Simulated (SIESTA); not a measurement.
The system is TiC.

```
Ti C
1.0
     4.33144    0.00000    0.00000
     0.00000    4.33144    0.00000
     0.00000    0.00000    4.33144
Ti C
4 4
Direct
  0.00000 0.00000 0.00000
  0.00000 0.50000 0.50000
  0.50000 0.00000 0.50000
  0.50000 0.50000 0.00000
  0.50000 0.00000 0.00000
  0.00000 0.50000 0.00000
  0.00000 0.00000 0.50000
  0.50000 0.50000 0.50000
```

The cell is a database's computed one.

Base run:

| Property | Result |
| --- | --- |
| Program | SIESTA 5.4.2 |
| Functional | PBE |
| Potentials or basis | Ansatz (PBE files) |
| Basis | DZP (energy shift 0.003 Ry; two zetas on semicore shells) |
| Grid cutoff | 800 Ry |
| Energy shift | 0.003 Ry |
| k mesh | 6 × 6 × 6 |
| Occupations | fermi-dirac, width 0.05 eV |
| Spin | no spin polarisation |

Its results: band gap on the k mesh none (metal or under the smearing width); pressure 0.5 GPa.

Problem. The run is repeated on the same cell with these changes: potentials or basis from Ansatz (PBE files) to SG15 1.2 (PBE files) or PseudoDojo by element. What comes out?

Solution. Band gap on the k mesh none (metal or under the smearing width); pressure 2.2 GPa.

Caveats: the basis of atomic orbitals isn't converged, which shifts pressures, moduli and gaps.
